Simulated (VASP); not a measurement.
# H4C19 in VASP: a series of runs, part 2 of 2

VASP 6.6.1. The steps go on from the part before.

### Step 4. Single point, PBE+D3(BJ)

Input file INCAR:

```
SYSTEM = H4C19
PREC     = Accurate       ! precision mode
ENCUT    = 520            ! plane-wave cutoff, eV
EDIFF    = 1E-7           ! SCF threshold, eV
ISMEAR   = -1             ! smearing method
SIGMA    = 0.02           ! smearing width, eV
LREAL    = Auto         
LASPH    = .TRUE.         ! aspherical terms in the spheres
NELM     = 100            ! most SCF steps
ALGO     = Normal         ! electronic algorithm
ISIF     = 2              ! what is computed and relaxed
LWAVE    = .FALSE.        ! write WAVECAR
LCHARG   = .TRUE.         ! write CHGCAR
GGA      = PE             ! functional
IVDW     = 12             ! dispersion correction
LELF     = .TRUE.         ! ELF
LVHAR    = .TRUE.       
NBANDS   = 57             ! bands
```

Input file KPOINTS:

```
Automatic mesh
0
G
  2 2 1
  0 0 0
```

Input file POSCAR:

```
H4C19
1.0
    7.3980000000      0.0000000000      0.0000000000
   -3.6990000000      6.4068560000      0.0000000000
    0.0000000000      0.0000000000     11.0000000000
C H
19 4
Direct
    0.0020849653     -0.0008584554      0.0698454545
    0.2244974338      0.1156885686      0.0699454545
    0.0073467802      0.3406194864      0.0667636364
    0.2280202257      0.4501740011      0.0675818182
    0.0028434446      0.6595122475      0.0693636364
    0.2312151634      0.7809758796      0.0714727273
    0.3372752041      0.0057750635      0.0662181818
    0.5563148230      0.1130351611      0.0575818182
    0.3321533013      0.3305677543      0.0680090909
    0.5544490482      0.4492062878      0.0587272727
    0.3389319209      0.6756199921      0.0655909091
    0.5595520189      0.7913397773      0.0592272727
    0.6731927076      0.0066179106      0.0604818182
    0.8996112091      0.1154700527      0.0689363636
    0.6693285931      0.3417120659      0.0557363636
    0.8947069027      0.4480512751      0.0635090909
    0.6612531251      0.6719520464      0.0582454545
    0.8828116983      0.7695974437      0.0654272727
    0.1045362489      0.7102079397      0.3869454545
    0.0898873456      0.8129728528      0.3192272727
   -0.0404472690      0.5768507986      0.4094909091
    0.2220548320      0.6703600018      0.3628727273
    0.1552912509      0.7990658757      0.4678727273
```

Launch:

```bash
cat potpaw_PBE.64/C/POTCAR potpaw_PBE.64/H/POTCAR > POTCAR
mpirun -np 1 vasp_std > vasp.out
```

Wall time 3 min (1 thread of Intel Xeon Platinum 8488C (Sapphire Rapids), shared host); peak memory 0.58 GiB.

The run converged. Its results:

```
Free energy                : -190.7416 eV
Largest force              : 3.395 eV/Å
Band gap on the k mesh     : 0.31 eV, direct
Dispersion energy per atom : -0.077 eV
```

Forces on the atoms (eV/Å):
```
C   -0.374 -0.480  0.017
C    0.412 -1.404 -0.054
C    1.293 -1.112  0.170
C   -0.714 -0.337  0.045
C   -1.361  3.107 -0.136
C   -2.532  0.234 -0.360
C    0.733 -0.705 -0.022
C   -0.084  1.757  0.348
C   -0.288  1.903 -0.418
C    0.920 -0.766  0.126
C    0.668 -0.795 -0.068
C    0.767 -1.271  0.183
C   -0.045  0.691  0.156
C   -1.372 -0.140 -0.568
C   -0.047 -0.846  0.415
C   -0.983 -1.239 -0.210
C    2.408 -0.148  0.325
C    0.610  1.541  0.024
C   -0.032  0.950 -0.748
H    0.204 -0.531  0.041
H   -0.663 -1.070 -0.153
H    0.313 -0.201 -0.396
H    0.169  0.862  1.283
```

Levels at points of the mesh, in eV from the valence-band top:
| k point | band 36 | band 37 | band 38 | band 39 | band 40 | band 41 | band 42 | band 43 | band 44 | band 45 |
| --- | --- | --- | --- | --- | --- | --- | --- | --- | --- | --- |
| (0.00, 0.00, 0.00) | -4.13 | -2.97 | -2.79 | -0.12 | 0.00 | 0.31 | 0.38 | 3.06 | 4.41 | 4.65 |
| (0.50, 0.00, 0.00) | -2.67 | -2.54 | -2.42 | -2.39 | -2.19 | 1.86 | 2.50 | 2.60 | 2.69 | 2.80 |
| (0.00, 0.50, 0.00) | -2.60 | -2.53 | -2.48 | -2.44 | -2.13 | 1.78 | 2.55 | 2.61 | 2.68 | 2.75 |
| (0.50, 0.50, 0.00) | -2.64 | -2.57 | -2.50 | -2.30 | -2.18 | 1.77 | 2.50 | 2.60 | 2.67 | 2.83 |

Caveat: the k mesh is coarse (spacing up to 0.49 Å⁻¹), so the values aren't converged.

### Step 5. Single point, PBE+D3(BJ)

Input file INCAR:

```
PREC = Accurate
ENCUT = 520
EDIFF = 1E-6
ISMEAR = -1
SIGMA = 0.02
LREAL = Auto
LASPH = True
NELM = 100
ALGO = Normal
ISIF = 2
LWAVE = False
LCHARG = False
GGA = PE
IVDW = 12
NBANDS = 57
```

Input file KPOINTS:

```
Automatic mesh
0
Gamma
  2 2 1
```

Input file POSCAR:

```
H4C19
1.0
    7.3980000000      0.0000000000      0.0000000000
   -3.6990000000      6.4068560000      0.0000000000
    0.0000000000      0.0000000000     11.0000000000
C H
19 4
Direct
    0.0037058458      0.0071954169      0.0687636364
    0.2266980806      0.1155480941      0.0694545455
    0.0053733033      0.3364832923      0.0654090909
    0.2234202363      0.4459753739      0.0677909091
    0.0081539434      0.6828934504      0.0658181818
    0.2228030433      0.7816158191      0.0699545455
    0.3390101037      0.0044327514      0.0683727273
    0.5595592836      0.1153607947      0.0575090909
    0.3436980744      0.3462228588      0.0684909091
    0.5611773051      0.4459285490      0.0524636364
    0.3366206542      0.6662394160      0.0675181818
    0.5563183222      0.7745452684      0.0581545455
    0.6696940322      0.0029187483      0.0568090909
    0.8868036185      0.1152671451      0.0684000000
    0.6696339438      0.3323470982      0.0562181818
    0.8881026810      0.4465216637      0.0649272727
    0.6793042558      0.6719364381      0.0591545455
    0.8970650281      0.7892638761      0.0690909091
    0.0896520761      0.7012019624      0.3955818182
    0.0500330567      0.7512421069      0.3097363636
   -0.0528354280      0.5707011364      0.4229363636
    0.1859823821      0.6385503280      0.3641272727
    0.1645389368      0.8197780628      0.4595181818
```

Launch:

```bash
cat potpaw_PBE.64/C/POTCAR potpaw_PBE.64/H/POTCAR > POTCAR
mpirun -np 1 vasp_std > vasp.out
```

It took 2.7 min on 1 thread of Intel Xeon Platinum 8488C (Sapphire Rapids), shared host; peak memory 0.58 GiB.

The run converged. Its results:

- Free energy: -190.5841 eV
- Largest force: 3.717 eV/Å
- Band gap on the k mesh: 0.04 eV, direct
- Dispersion energy per atom: -0.077 eV

Forces in eV/Å, atoms in the order of the input:
```
C    0.445  1.075  0.448
C   -0.327  0.932  0.113
C   -2.234  0.390  0.531
C    0.794  0.753  0.182
C    0.369 -3.674  0.427
C    1.865  0.419 -0.286
C   -0.631  0.216 -0.462
C    0.103 -1.630  0.301
C    0.214 -2.617 -0.971
C   -0.355  1.392  1.277
C   -0.945  0.937 -0.475
C    0.545  1.102  0.446
C   -0.442 -0.639  0.637
C    1.501 -0.213 -0.845
C    0.073  1.428  0.103
C    1.460  1.477 -0.565
C   -2.116 -0.739 -0.146
C   -0.310 -0.610 -0.753
C    0.048 -0.774 -2.731
H   -0.020  0.446  0.414
H   -0.812 -0.950  0.933
H    0.693 -0.030  0.151
H    0.080  1.309  1.269
```

Levels at points of the mesh, in eV from the valence-band top:
```tsv
k point	band 36	band 37	band 38	band 39	band 40	band 41	band 42	band 43	band 44	band 45
(0.00, 0.00, 0.00)	-4.28	-3.19	-2.65	-0.20	0.00	0.04	0.34	3.00	4.37	4.54
(0.50, 0.00, 0.00)	-2.73	-2.66	-2.56	-2.48	-2.09	1.44	2.46	2.54	2.61	2.68
(0.00, 0.50, 0.00)	-2.72	-2.65	-2.51	-2.44	-2.35	1.86	2.35	2.40	2.62	2.70
(0.50, 0.50, 0.00)	-2.76	-2.62	-2.53	-2.39	-2.33	1.80	2.26	2.44	2.66	2.74
```

Caveat: the k mesh is coarse (spacing up to 0.49 Å⁻¹), so the values aren't converged. A hybrid or GW would open this gap; PBE tends to underestimate it.

### Step 6. Molecular dynamics, PBE+D3(BJ)

Input file INCAR:

```
ALGO     = Normal         # electronic algorithm
EDIFF    = 1E-5           # SCF threshold, eV
ENCUT    = 520            # plane-wave cutoff, eV
GGA      = PE             # functional
IBRION   = 0              # ionic algorithm
ISIF     = 2              # what is computed and relaxed
ISMEAR   = -1             # smearing method
ISYM     = 0            
IVDW     = 12             # dispersion correction
LASPH    = T              # aspherical terms in the spheres
LCHARG   = F              # write CHGCAR
LREAL    = Auto         
LWAVE    = F              # write WAVECAR
MDALGO   = 2            
NBANDS   = 57             # bands
NELM     = 100            # most SCF steps
NELMIN   = 4            
NSW      = 40             # ionic steps
POTIM    = 0.5            # step
PREC     = Accurate       # precision mode
RANDOM_SEED= 67594 0 0    
SIGMA    = 0.02           # smearing width, eV
SMASS    = 0            
TEBEG    = 700.0        
TEEND    = 700.0
```

Input file KPOINTS:

```
k-points
0
Gamma
  2 2 1
```

Input file POSCAR:

```
H4C19
1.0
    7.3980000000      0.0000000000      0.0000000000
   -3.6990000000      6.4068560000      0.0000000000
    0.0000000000      0.0000000000     11.0000000000
C H
19 4
Direct
    0.0011692400      0.0009909300      0.0658583500
    0.2223844300      0.1115949200      0.0657889800
   -0.0006650100      0.3346645000      0.0656262000
    0.2242081500      0.4470997500      0.0655675300
    0.0015230500      0.6698535300      0.0646469800
    0.2220417800      0.7801075700      0.0644809400
    0.3326547400      0.0012752400      0.0652281100
    0.5575229100      0.1137335200      0.0656428600
    0.3347977100      0.3364899600      0.0659149400
    0.5554139300      0.4468027200      0.0658157200
    0.3344756700      0.6676941500      0.0650929900
    0.5556842000      0.7782763900      0.0656060700
    0.6681237800      0.0031566300      0.0657709800
    0.8887421500      0.1134615800      0.0659651600
    0.6678553600      0.3343599100      0.0656666500
    0.8890662600      0.4449841900      0.0652584200
    0.6660180000      0.6679867500      0.0657477800
    0.8908979100      0.7804056000      0.0654152300
    0.1377862600      0.7354107800      0.3754233200
    0.1440572000      0.8760800500      0.3388591600
   -0.0052188300      0.5976557500      0.3441076300
    0.2732511800      0.7268756200      0.3430776900
    0.1390817300      0.7409698700      0.4748931000
```

Potentials or basis: VASP PAW PBE potentials, release 64 (C, H).

Launch:

```bash
cat potpaw_PBE.64/C/POTCAR potpaw_PBE.64/H/POTCAR > POTCAR
mpirun -np 1 vasp_std > vasp.out
```

OUTCAR:

```text
EDIFF = 1E-5
   ENCUT = 520
   GGA = PE
   IBRION = 0
   ISIF = 2
   ISMEAR = -1
   ISYM = 0
   IVDW = 12
   LASPH = T
   LREAL = Auto
   NELM = 100
   NELMIN = 4
   NSW = 40
   POTIM = 0.5
   PREC = Accurate
   TEBEG = 700.0
 IVDW          = 12

 ion  position               nearest neighbor table
   1  0.001  0.001  0.066-  18 1.41   2 1.42  14 1.44
   2  0.222  0.112  0.066-   7 1.41   1 1.42   9 1.44
   3  0.999  0.335  0.066-  16 1.41  14 1.42   4 1.44
   4  0.224  0.447  0.066-  11 1.41   9 1.42   3 1.44
   5  0.002  0.670  0.065-   6 1.41  18 1.42  16 1.44
   6  0.222  0.780  0.064-   5 1.41   7 1.42  11 1.44
[... 10 lines left out ...]
  17  0.666  0.668  0.066-  12 1.41  10 1.42  18 1.44
  18  0.891  0.780  0.065-   1 1.41   5 1.42  17 1.44
  19  0.138  0.735  0.375-  22 1.09  21 1.09  23 1.09  20 1.09
  20  0.144  0.876  0.339-  19 1.09
  21  0.995  0.598  0.344-  19 1.09
  22  0.273  0.727  0.343-  19 1.09
  23  0.139  0.741  0.475-  19 1.09
[... 525 lines left out ...]

 number of electron      79.9999999 magnetization

 Free energy of the ion-electron system (eV)
  ---------------------------------------------------
  ext. energy  EPLUGINS =         0.00000000
  ---------------------------------------------------
  free energy    TOTEN  =      -186.75345711 eV

  energy without entropy =     -186.75345476  energy(sigma->0) =     -186.75345593

 E-fermi :  -1.4069     XC(G=0):  -4.6773

 val. band max:       -1.6385150193   @ k =   0.0000   0.0000   0.0000
 cond. band min:      -1.1752359132   @ k =   0.0000   0.0000   0.0000
 fundamental gap:      0.4632791061
 Fermi energy:        -1.4068724456

 k-point     1 :       0.0000    0.0000    0.0000
  band No.  band energies     occupation
      1     -20.7657      2.00000
      2     -18.5539      2.00000
      3     -18.4317      2.00000
      4     -18.2362      2.00000
      5     -18.1480      2.00000
      6     -17.9316      2.00000
[... 209 lines left out ...]
     51       4.2803      0.00000
     52       4.4169      0.00000
 [bands above 52 left out]

------------------------ aborting loop because EDIFF is reached ----------------------------------------

 Edisp (eV)   -1.79323

 E8    (eV) :    -0.5400
[... 52 lines left out ...]
  ENERGY OF THE ELECTRON-ION-THERMOSTAT SYSTEM (eV)
  ---------------------------------------------------
% ion-electron   TOTEN  =      -188.546686  see above
  kinetic energy EKIN   =         1.490255
  kin. lattice  EKIN_LAT=         0.000000  (temperature  524.05 K)
  nose potential ES     =        -2.403778
  nose kinetic   EPS    =         0.014941
  ---------------------------------------------------
  total energy   ETOTAL =      -189.445268 eV
```

OSZICAR:

```text
N       E                     dE             d eps       ncg     rms          rms(c)
DAV:   1     0.591405265572E+03    0.59141E+03   -0.32809E+04   456   0.113E+03
[... 257 lines left out ...]
     39 T=   506. E= -.18944597E+03 F= -.18846374E+03 E0= -.18846374E+03  EK= 0.14395E+01 SP= -.24E+01 SK= 0.27E-01
       N       E                     dE             d eps       ncg     rms          rms(c)
DAV:   1    -0.186753328372E+03   -0.83296E-01   -0.34812E-03   459   0.945E-01    0.420E-02
DAV:   2    -0.186753459391E+03   -0.13102E-03   -0.15569E-03   518   0.154E-01    0.262E-02
DAV:   3    -0.186753457566E+03    0.18256E-05   -0.35737E-05   536   0.195E-02    0.173E-02
DAV:   4    -0.186753457108E+03    0.45752E-06   -0.35627E-06   368   0.871E-03
     40 T=   524. E= -.18944527E+03 F= -.18854669E+03 E0= -.18854668E+03  EK= 0.14903E+01 SP= -.24E+01 SK= 0.15E-01
```

Run time: 32 min. Hardware: 1 thread of Intel Xeon 6975P-C (Granite Rapids), shared host; peak memory 0.78 GiB.

What came out:

```yaml
Dispersion_energy_per_atom: -0.078 eV
```

Step by step:
```csv
step,potential energy change (eV),largest force (eV/Å),pressure (GPa),volume (Å³),temperature (K)
1,0.0000,0.0440,0.21,521.38,700
2,0.0281,1.0168,0.18,521.38,690
3,0.1098,1.9421,0.17,521.38,662
4,0.2345,2.7357,0.19,521.38,619
5,0.3875,3.3385,0.21,521.38,568
6,0.5534,3.7212,0.24,521.38,515
7,0.7191,4.1989,0.29,521.38,465
8,0.8749,4.7623,0.33,521.38,421
9,1.0148,5.2335,0.38,521.38,385
10,1.1359,5.5963,0.43,521.38,359
11,1.2368,5.8335,0.48,521.38,343
12,1.3179,5.9412,0.54,521.38,338
13,1.3804,5.9143,0.60,521.38,344
14,1.4257,5.7498,0.65,521.38,362
15,1.4542,5.4554,0.70,521.38,392
16,1.4634,5.0462,0.72,521.38,437
17,1.4471,4.5409,0.72,521.38,502
18,1.3979,3.9576,0.68,521.38,592
19,1.3138,3.3334,0.59,521.38,710
20,1.2066,3.2112,0.45,521.38,854
21,1.1046,3.0985,0.28,521.38,1010
22,1.0455,2.9820,0.10,521.38,1160
23,1.0609,2.8883,-0.08,521.38,1281
24,1.1576,2.9874,-0.23,521.38,1357
25,1.3132,3.2915,-0.37,521.38,1384
26,1.5167,3.7875,-0.48,521.38,1361
27,1.7534,4.3204,-0.58,521.38,1295
28,2.0011,4.7618,-0.65,521.38,1198
29,2.2424,5.1074,-0.71,521.38,1083
30,2.4652,5.3543,-0.74,521.38,964
31,2.6600,5.5883,-0.75,521.38,850
32,2.8184,5.8235,-0.73,521.38,751
33,2.9348,6.0012,-0.68,521.38,669
34,3.0085,6.1160,-0.61,521.38,607
35,3.0456,6.1671,-0.51,521.38,563
36,3.0554,6.1532,-0.39,521.38,533
37,3.0466,6.0774,-0.26,521.38,514
38,3.0217,5.9371,-0.13,521.38,504
39,2.9744,5.7411,-0.03,521.38,506
40,2.8915,5.6899,0.04,521.38,524
```

Caveat: the k mesh is coarse (spacing up to 0.49 Å⁻¹), so the values aren't converged.
